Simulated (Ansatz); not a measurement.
Born–Oppenheimer molecular dynamics of a periodic cell of 16 atoms, WC (start crystal WC, start structure P-6m2, volume 1.05 times the crystal's). It starts from a structure without forces on its atoms.

Theory: DFT PBE, scalar-relativistic, plane waves, PAW in Ansatz 0.2.0. Settings: PAW set soft_1, cutoff 420 eV, k mesh 3x3x3, fermi-dirac smearing 0.3 eV, no spin polarisation.

```yaml
ensemble: NVT, Langevin thermostat
time_step: 1.12 fs
steps_asked: 200
set_temperature: 3500 K
friction: 0.02 /fs
seed: 466782
```

Frames 2.24 fs apart, positions in Å, forces in eV/Å.

Velocities at 112 fs (Å/ps):

```
W 0.66 -1.28 2.06
C -25.90 26.63 -1.07
W 0.85 7.23 -3.65
C 2.15 38.15 22.97
W 7.53 -1.93 -0.38
C -10.01 12.27 -29.34
W -3.75 3.54 -0.09
C 1.02 21.33 2.86
W 0.30 0.79 1.76
C 12.66 -2.43 -26.57
W -0.76 -8.10 -6.10
C -10.02 16.16 3.03
W -7.11 2.06 4.30
C 14.87 -10.76 5.74
W 5.02 6.69 0.12
C -12.54 14.57 3.96
```

```xyz
16
Lattice="-2.8902 -5.0060 0.0000 4.3353 -2.5030 0.0000 0.0000 0.0000 5.6775" Properties=species:S:1:pos:R:3:forces:R:3 time_fs=112 energy_less_start_eV=8.334 T=3979
W 0.020 -5.007 0.035 1.26 -0.20 1.16
C 1.507 -4.113 1.522 -0.15 0.09 0.69
W -0.134 -4.865 2.717 5.14 -3.31 5.89
C 1.285 -4.098 4.561 3.11 0.95 -4.10
W -1.313 -2.482 -0.086 -5.77 0.40 7.22
C -0.218 -1.427 1.337 2.44 -2.24 2.13
W -1.460 -2.521 3.003 -0.73 2.36 -3.43
C -0.012 -1.713 4.515 2.99 2.91 -5.06
W 1.455 -2.404 0.245 -0.55 -2.11 -0.92
C 3.075 -1.633 1.445 -2.71 1.47 0.68
W 1.461 -2.413 3.078 -1.30 -1.98 -2.78
C 2.675 -1.688 4.519 4.14 0.79 -2.63
W 0.269 0.223 0.024 -9.71 -5.42 0.80
C -1.343 -4.201 1.410 -1.61 2.94 0.53
W -0.101 -0.014 2.820 2.13 0.61 3.23
C -1.428 -4.307 4.304 1.32 2.75 -3.41
16
Lattice="-2.8902 -5.0060 0.0000 4.3353 -2.5030 0.0000 0.0000 0.0000 5.6775" Properties=species:S:1:pos:R:3:forces:R:3 time_fs=114.24 energy_less_start_eV=8.881 T=3680
W 0.022 -5.009 0.039 1.16 0.71 0.32
C 1.450 -4.059 1.518 0.64 -0.81 1.16
W -0.132 -4.851 2.710 5.43 -3.89 6.86
C 1.302 -4.019 4.607 2.66 -0.23 -4.37
W -1.299 -2.486 -0.085 -5.91 0.73 6.46
C -0.239 -1.396 1.281 2.46 -2.38 3.13
W -1.469 -2.513 3.003 -0.48 2.64 -3.31
C -0.008 -1.664 4.511 2.53 2.37 -4.92
W 1.455 -2.402 0.251 -0.85 -1.19 -1.15
C 3.096 -1.637 1.383 -2.68 1.62 2.00
W 1.458 -2.431 3.066 -1.11 -1.21 -1.98
C 2.650 -1.655 4.529 4.30 0.55 -3.32
W 0.252 0.228 0.034 -8.53 -5.07 0.15
C -1.314 -4.226 1.427 -3.02 3.46 -0.58
W -0.090 0.003 2.818 1.59 0.22 2.93
C -1.454 -4.279 4.299 1.82 2.49 -3.38
16
Lattice="-2.8902 -5.0060 0.0000 4.3353 -2.5030 0.0000 0.0000 0.0000 5.6775" Properties=species:S:1:pos:R:3:forces:R:3 time_fs=116.48 energy_less_start_eV=9.343 T=3088
W 0.025 -5.011 0.041 1.24 1.72 -0.45
C 1.391 -4.008 1.507 1.30 -1.69 1.61
W -0.127 -4.837 2.706 5.75 -4.47 7.74
C 1.333 -3.954 4.633 2.05 -1.60 -4.41
W -1.291 -2.493 -0.081 -5.28 1.42 5.20
C -0.251 -1.373 1.246 2.36 -2.64 3.73
W -1.482 -2.507 2.998 -0.17 2.84 -3.07
C 0.013 -1.623 4.474 1.35 1.58 -3.88
W 1.457 -2.399 0.256 -1.20 -0.21 -1.52
C 3.102 -1.650 1.327 -2.61 1.89 3.24
W 1.454 -2.452 3.058 -0.87 -0.37 -1.45
C 2.631 -1.624 4.532 4.41 0.31 -3.83
W 0.237 0.230 0.046 -7.11 -4.70 -0.94
C -1.294 -4.251 1.445 -4.32 3.90 -1.72
W -0.078 0.024 2.817 1.11 -0.18 2.75
C -1.472 -4.253 4.287 1.99 2.20 -3.00
16
Lattice="-2.8902 -5.0060 0.0000 4.3353 -2.5030 0.0000 0.0000 0.0000 5.6775" Properties=species:S:1:pos:R:3:forces:R:3 time_fs=118.72 energy_less_start_eV=9.524 T=3269
W 0.032 -5.015 0.042 1.09 2.83 -1.08
C 1.345 -3.976 1.502 1.73 -2.26 1.80
W -0.122 -4.822 2.703 5.50 -4.77 8.04
C 1.371 -3.907 4.643 1.53 -2.75 -4.34
W -1.285 -2.499 -0.077 -4.47 2.13 4.05
C -0.253 -1.369 1.234 2.25 -2.74 3.93
W -1.496 -2.503 2.997 0.12 3.09 -2.96
C 0.052 -1.579 4.426 0.06 0.75 -2.58
W 1.461 -2.396 0.262 -1.53 0.60 -2.12
C 3.086 -1.654 1.279 -2.19 1.86 4.47
W 1.453 -2.473 3.051 -0.60 0.57 -1.06
C 2.626 -1.591 4.526 4.25 -0.09 -4.16
W 0.222 0.233 0.061 -5.87 -4.55 -2.20
C -1.295 -4.260 1.445 -4.55 3.98 -1.94
W -0.069 0.043 2.816 0.64 -0.39 2.50
C -1.491 -4.220 4.270 2.05 1.75 -2.38
16
Lattice="-2.8902 -5.0060 0.0000 4.3353 -2.5030 0.0000 0.0000 0.0000 5.6775" Properties=species:S:1:pos:R:3:forces:R:3 time_fs=120.96 energy_less_start_eV=9.331 T=2987
W 0.038 -5.017 0.043 0.87 3.89 -1.64
C 1.305 -3.967 1.511 2.18 -2.25 1.50
W -0.119 -4.810 2.699 4.57 -4.84 7.80
C 1.409 -3.865 4.635 1.12 -3.83 -3.98
W -1.279 -2.509 -0.075 -3.81 2.81 3.32
C -0.243 -1.378 1.247 2.07 -2.70 3.66
W -1.508 -2.496 2.998 0.38 3.25 -3.00
C 0.089 -1.543 4.358 -0.98 0.15 -1.09
W 1.464 -2.397 0.271 -1.71 1.16 -2.82
C 3.063 -1.639 1.241 -1.69 1.49 5.50
W 1.454 -2.493 3.045 -0.43 1.51 -0.96
C 2.628 -1.557 4.507 3.97 -0.53 -4.09
W 0.202 0.233 0.076 -4.78 -4.57 -3.48
C -1.315 -4.244 1.431 -3.78 3.64 -1.36
W -0.062 0.064 2.817 0.31 -0.46 2.27
C -1.494 -4.191 4.255 1.73 1.27 -1.63
16
Lattice="-2.8902 -5.0060 0.0000 4.3353 -2.5030 0.0000 0.0000 0.0000 5.6775" Properties=species:S:1:pos:R:3:forces:R:3 time_fs=123.2 energy_less_start_eV=8.757 T=3289
W 0.044 -5.018 0.040 0.44 4.52 -1.89
C 1.274 -3.970 1.518 2.61 -1.96 0.99
W -0.114 -4.800 2.700 3.18 -4.73 7.01
C 1.427 -3.836 4.614 0.97 -4.51 -3.46
W -1.275 -2.518 -0.071 -3.47 3.32 2.70
C -0.235 -1.407 1.278 2.05 -2.21 3.15
W -1.519 -2.483 2.997 0.63 3.28 -3.14
C 0.108 -1.514 4.280 -1.55 -0.26 0.36
W 1.467 -2.398 0.276 -1.85 1.38 -3.53
C 3.036 -1.624 1.226 -1.24 1.14 5.99
W 1.457 -2.510 3.038 -0.41 2.42 -1.12
C 2.643 -1.534 4.473 3.63 -0.81 -3.63
W 0.178 0.231 0.090 -3.99 -4.78 -4.62
C -1.347 -4.201 1.402 -2.27 2.91 -0.09
W -0.055 0.085 2.817 0.09 -0.46 2.04
C -1.483 -4.163 4.237 1.18 0.76 -0.77
16
Lattice="-2.8902 -5.0060 0.0000 4.3353 -2.5030 0.0000 0.0000 0.0000 5.6775" Properties=species:S:1:pos:R:3:forces:R:3 time_fs=125.44 energy_less_start_eV=8.191 T=3582
W 0.046 -5.015 0.038 -0.01 4.73 -2.16
C 1.244 -3.983 1.526 3.14 -1.39 0.34
W -0.107 -4.794 2.702 1.72 -4.62 6.44
C 1.434 -3.827 4.583 0.90 -4.72 -2.72
W -1.272 -2.524 -0.066 -3.31 3.71 2.19
C -0.221 -1.456 1.325 2.06 -1.42 2.46
W -1.528 -2.471 2.995 0.89 3.22 -3.35
C 0.114 -1.482 4.207 -1.70 -0.68 1.58
W 1.472 -2.398 0.281 -2.24 1.03 -4.45
C 2.995 -1.616 1.216 -0.40 0.95 6.46
W 1.462 -2.527 3.032 -0.51 3.36 -1.39
C 2.684 -1.524 4.435 3.11 -0.96 -3.05
W 0.152 0.228 0.104 -3.47 -5.10 -5.49
C -1.380 -4.153 1.363 -0.83 2.09 1.37
W -0.051 0.104 2.814 -0.08 -0.37 1.87
C -1.473 -4.129 4.223 0.75 0.15 -0.09
16
Lattice="-2.8902 -5.0060 0.0000 4.3353 -2.5030 0.0000 0.0000 0.0000 5.6775" Properties=species:S:1:pos:R:3:forces:R:3 time_fs=127.68 energy_less_start_eV=7.590 T=3497
W 0.051 -5.011 0.033 -0.46 4.29 -2.11
C 1.219 -4.003 1.553 3.78 -0.64 -0.90
W -0.101 -4.793 2.706 0.17 -4.65 6.20
C 1.442 -3.845 4.543 0.77 -4.35 -1.75
W -1.271 -2.526 -0.063 -3.19 4.03 1.79
C -0.204 -1.516 1.375 2.05 -0.57 1.81
W -1.534 -2.458 2.991 1.04 3.03 -3.54
C 0.099 -1.454 4.156 -1.37 -1.16 2.31
W 1.477 -2.396 0.285 -2.52 0.18 -5.36
C 2.957 -1.615 1.235 0.22 1.07 6.22
W 1.468 -2.542 3.024 -0.85 4.41 -1.45
C 2.735 -1.527 4.384 2.51 -0.73 -2.11
W 0.127 0.223 0.117 -3.36 -5.41 -6.22
C -1.420 -4.113 1.317 0.68 1.36 2.95
W -0.050 0.123 2.810 -0.08 -0.38 1.90
C -1.473 -4.095 4.218 0.60 -0.47 0.26
16
Lattice="-2.8902 -5.0060 0.0000 4.3353 -2.5030 0.0000 0.0000 0.0000 5.6775" Properties=species:S:1:pos:R:3:forces:R:3 time_fs=129.92 energy_less_start_eV=7.043 T=3926
W 0.050 -5.005 0.028 -0.68 3.37 -1.85
C 1.213 -4.020 1.593 4.21 -0.15 -2.45
W -0.094 -4.796 2.710 -1.10 -4.81 6.22
C 1.442 -3.883 4.493 0.61 -3.71 -0.65
W -1.270 -2.526 -0.058 -3.12 4.31 1.39
C -0.176 -1.577 1.426 1.89 0.15 1.14
W -1.537 -2.446 2.987 1.22 2.63 -3.68
C 0.075 -1.439 4.122 -0.89 -1.42 2.73
W 1.478 -2.392 0.289 -2.57 -0.79 -6.15
C 2.920 -1.625 1.283 0.69 1.43 5.17
W 1.473 -2.558 3.016 -1.27 5.50 -1.40
C 2.788 -1.545 4.320 1.90 -0.15 -0.78
W 0.100 0.213 0.127 -3.39 -5.42 -6.74
C -1.466 -4.074 1.276 1.98 0.65 4.26
W -0.051 0.143 2.805 0.14 -0.64 2.15
C -1.463 -4.071 4.212 0.39 -0.93 0.64
16
Lattice="-2.8902 -5.0060 0.0000 4.3353 -2.5030 0.0000 0.0000 0.0000 5.6775" Properties=species:S:1:pos:R:3:forces:R:3 time_fs=132.16 energy_less_start_eV=6.722 T=3895
W 0.048 -4.997 0.025 -0.74 2.56 -1.47
C 1.210 -4.043 1.629 4.66 0.35 -3.91
W -0.090 -4.801 2.716 -2.03 -4.99 6.39
C 1.433 -3.926 4.437 0.52 -3.08 0.45
W -1.271 -2.526 -0.056 -2.94 4.70 1.09
C -0.140 -1.643 1.489 1.56 0.81 0.23
W -1.541 -2.430 2.985 1.45 1.90 -3.77
C 0.061 -1.437 4.101 -0.50 -1.45 3.02
W 1.479 -2.387 0.292 -2.34 -1.44 -6.42
C 2.886 -1.634 1.365 0.88 1.55 3.23
W 1.480 -2.570 3.006 -1.61 6.53 -1.24
C 2.852 -1.542 4.250 1.02 0.04 0.52
W 0.079 0.202 0.132 -3.38 -5.07 -6.65
C -1.506 -4.027 1.249 2.64 -0.22 5.05
W -0.056 0.160 2.801 0.77 -1.01 2.43
C -1.444 -4.054 4.203 0.04 -1.16 1.04
16
Lattice="-2.8902 -5.0060 0.0000 4.3353 -2.5030 0.0000 0.0000 0.0000 5.6775" Properties=species:S:1:pos:R:3:forces:R:3 time_fs=134.4 energy_less_start_eV=6.552 T=3880
W 0.044 -4.988 0.023 -0.73 1.88 -1.04
C 1.238 -4.066 1.641 4.23 0.32 -4.40
W -0.087 -4.808 2.724 -2.15 -4.59 6.13
C 1.425 -3.978 4.388 0.40 -2.26 1.20
W -1.275 -2.525 -0.057 -2.84 5.23 1.08
C -0.097 -1.718 1.532 1.04 1.60 -0.31
W -1.542 -2.412 2.978 1.77 0.75 -3.72
C 0.046 -1.444 4.093 -0.11 -1.27 3.10
W 1.477 -2.384 0.297 -1.93 -1.77 -6.60
C 2.851 -1.642 1.450 0.96 1.60 1.21
W 1.484 -2.581 2.994 -1.84 7.13 -0.74
C 2.916 -1.529 4.190 -0.02 0.10 1.60
W 0.059 0.189 0.133 -3.00 -4.47 -6.22
C -1.537 -3.980 1.236 2.73 -1.23 5.40
W -0.061 0.174 2.797 1.71 -1.50 2.63
C -1.423 -4.033 4.223 -0.24 -1.50 0.69
16
Lattice="-2.8902 -5.0060 0.0000 4.3353 -2.5030 0.0000 0.0000 0.0000 5.6775" Properties=species:S:1:pos:R:3:forces:R:3 time_fs=136.64 energy_less_start_eV=6.309 T=3782
W 0.039 -4.978 0.022 -0.60 1.22 -0.67
C 1.294 -4.089 1.635 3.06 0.08 -4.21
W -0.085 -4.816 2.734 -1.54 -3.76 5.46
C 1.421 -4.046 4.341 0.22 -1.17 1.71
W -1.279 -2.524 -0.060 -2.90 5.48 1.50
C -0.050 -1.785 1.558 0.36 2.28 -0.58
W -1.541 -2.395 2.969 2.30 -0.54 -3.48
C 0.021 -1.456 4.112 0.42 -1.00 2.80
W 1.475 -2.384 0.299 -1.28 -1.80 -6.56
C 2.821 -1.643 1.541 0.87 1.51 -1.02
W 1.489 -2.588 2.983 -2.18 7.16 0.07
C 2.971 -1.513 4.134 -1.05 0.13 2.73
W 0.039 0.175 0.130 -2.13 -3.52 -5.32
C -1.547 -3.950 1.253 2.23 -2.08 4.82
W -0.063 0.187 2.795 2.74 -2.25 2.74
C -1.403 -4.020 4.256 -0.52 -1.75 0.02
```

Of the whole run (224 fs, mean temperature of the second half 3407 K): A run of 0.22 ps of so small a system gives no equilibrium averages. Limits of this set-up: coarse k mesh.

Run time: 18 min on 2 threads of Intel(R) Xeon(R) CPU @ 2.60GHz (Ice Lake), with other jobs on the host, peak memory 0.76 GiB.
